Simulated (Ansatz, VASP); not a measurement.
**PbS in VASP and in Ansatz**

```
CELL_PARAMETERS angstrom
0.00000 3.02466 3.02466
3.02466 0.00000 3.02466
3.02466 3.02466 0.00000
ATOMIC_POSITIONS crystal
Pb 0.00000 0.00000 0.00000
S 0.50000 0.50000 0.50000
```

Alike in both runs: task single point; functional PBEsol; k mesh 10 × 10 × 10; occupations gaussian, width 0.05 eV; no spin polarisation.

|  | VASP | Ansatz |
| --- | --- | --- |
| version | VASP 6.6.1 | Ansatz 0.2.0 |
| potentials or method | VASP PAW PBE potentials, release 64 (Pb_d, S) | scalar-relativistic, plane waves, PAW |
| plane-wave cutoff (eV) | 520 | 420 |
| valence electrons in the cell | 20 | 20 |

```csv
,VASP,Ansatz,Ansatz less VASP
gap on the k mesh at the Fermi level (eV),0.45,0.45,-0.005
least direct gap on the mesh (eV),0.45,0.45,-0.005
pressure (GPa),-3.8,-3.8,+0.05
```

With one functional, cell and mesh, what is left measures potentials, basis and numerics.

Caveats: the PAW data sets were made with another functional, which shifts forces and pressure a little (VASP); spin-orbit coupling is left out, which as a rule narrows the gap of such compounds by several tenths of an eV.
